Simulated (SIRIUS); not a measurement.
**Pt: energy against volume and a worked fit**

```cif
data_structure
_symmetry_space_group_name_H-M 'Fm-3m'
_symmetry_Int_Tables_number 225
_cell_length_a 3.9218
_cell_length_b 3.9218
_cell_length_c 3.9218
_cell_angle_alpha 90.000
_cell_angle_beta 90.000
_cell_angle_gamma 90.000
_cell_volume 60.32
loop_
_atom_site_label
_atom_site_type_symbol
_atom_site_symmetry_multiplicity
_atom_site_Wyckoff_symbol
_atom_site_fract_x
_atom_site_fract_y
_atom_site_fract_z
_atom_site_occupancy
Pt1 Pt 4 a 0.00000 0.00000 0.00000 1
```

The cell was scaled at fixed shape and fractions and run with SIRIUS, all-electron FP-LAPW, apw+lo standard; PBE+D3(zero damping), k mesh 12 × 12 × 12 on the cell of 1 atom, fermi-dirac occupations of 0.05 eV, no spin polarisation, no spin-orbit coupling. Energies are those that the program minimises, any entropy of the smearing included. For a metal such a mesh isn't converged to the digits shown.

```tsv
V (Å³/atom)	energy over the lowest row (meV/atom)
14.1750	52.82
14.4766	22.29
14.7782	?
15.0798	0.00
15.3814	5.64
15.6830	20.43
15.9846	42.94
```

Q: Fit the third-order Birch-Murnaghan form, give V0, B0 and B′, and predict the energy left open.

A: With y = (V0/V)^(2/3), E = E0 + (9 V0 B0/16) [(y - 1)³ B′ + (y - 1)² (6 - 4y)]. Least squares through the rows shown give V0 = 15.0665 Å³/atom, E0 = 0.14 meV, B0 = 279.9 GPa (1 eV/Å³ = 160.218 GPa) and B′ = 5.64, with a largest miss of 0.15 meV, so B0 and B′ are loose. At V = 14.7782 the form with these constants gives 5.17 meV; the run gave 5.32 meV an atom. Measured volume: 15.1 Å³/atom at 300 K (a printed reference work), so the fit lies -0.2 % from it. The runs are for a static lattice.
